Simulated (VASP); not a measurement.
SiC: relaxation of cell and atoms with PBE

Crystal: SiC.

```
Si C
1.0
     0.00000    2.11927    2.11927
     2.11927    0.00000    2.11927
     2.11927    2.11927    0.00000
Si C
1 1
Direct
  0.00000 0.00000 0.00000
  0.50000 0.50000 0.50000
```

The cell was built by a generator and needn't be a form met in nature.

```
Program                : VASP 6.6.1
Task                   : relaxation of cell and atoms
Functional             : PBE
Potentials or basis    : VASP PAW PBE potentials, release 64 (Si, C)
Cutoff                 : 600 eV
k mesh                 : 12 × 12 × 12
Occupations            : gaussian, width 0.03 eV
Spin                   : no spin polarisation
Further INCAR settings : ALGO = Normal; EDIFF = 1e-06; IBRION = 2; EDIFFG = -0.01; NSW = 90; ISIF = 3
```

- Relaxed volume: 8.35 Å³/atom
- Relaxed cell: a = 2.869 Å, b = 2.869 Å, c = 2.869 Å, α = 60.00°, β = 60.00°, γ = 60.00°
- Space group after relaxing (to 0.05 Å): Fm-3m (No. 225)
- Energy gained by relaxing: 99.7 meV/atom
- Ionic steps: 3
- Pressure after relaxing: 0.1 GPa
- Band gap on the k mesh: none (metal or under the smearing width)

Step by step:
| step | energy change (eV) | largest force (eV/Å) | pressure (GPa) | volume (Å³) |
| --- | --- | --- | --- | --- |
| 1 | 0.0000 | 0.0000 | -23.72 | 19.04 |
| 2 | -0.1120 | 0.0000 | 23.03 | 15.41 |
| 3 | -0.1994 | 0.0000 | 0.05 | 16.70 |

Final structure:
```
Si C
1.0
     0.00000    2.02866    2.02866
     2.02866    0.00000    2.02866
     2.02866    2.02866    0.00000
Si C
1 1
Cartesian
  0.0000 0.0000 0.0000
  2.0287 2.0287 2.0287
```

Levels at points of the mesh, in eV from the Fermi level:
| k point | band 1 | band 2 | band 3 | band 4 | band 5 | band 6 | band 7 | band 8 |
| --- | --- | --- | --- | --- | --- | --- | --- | --- |
| (0.00, 0.00, 0.00) | -18.36 | 0.03 | 0.03 | 0.03 | 7.39 | 8.97 | 8.97 | 8.97 |
| (0.50, 0.00, 0.00) | -13.21 | -11.46 | -1.00 | -1.00 | 5.26 | 5.26 | 5.90 | 9.56 |
| (0.50, 0.50, 0.00) | -11.47 | -9.72 | -4.25 | -4.25 | -0.95 | 2.59 | 14.77 | 14.77 |

Run time: 8.2 s on 1 thread of Intel(R) Xeon(R) 6975P-C (Granite Rapids), with other jobs on the host, peak memory 0.14 GiB.
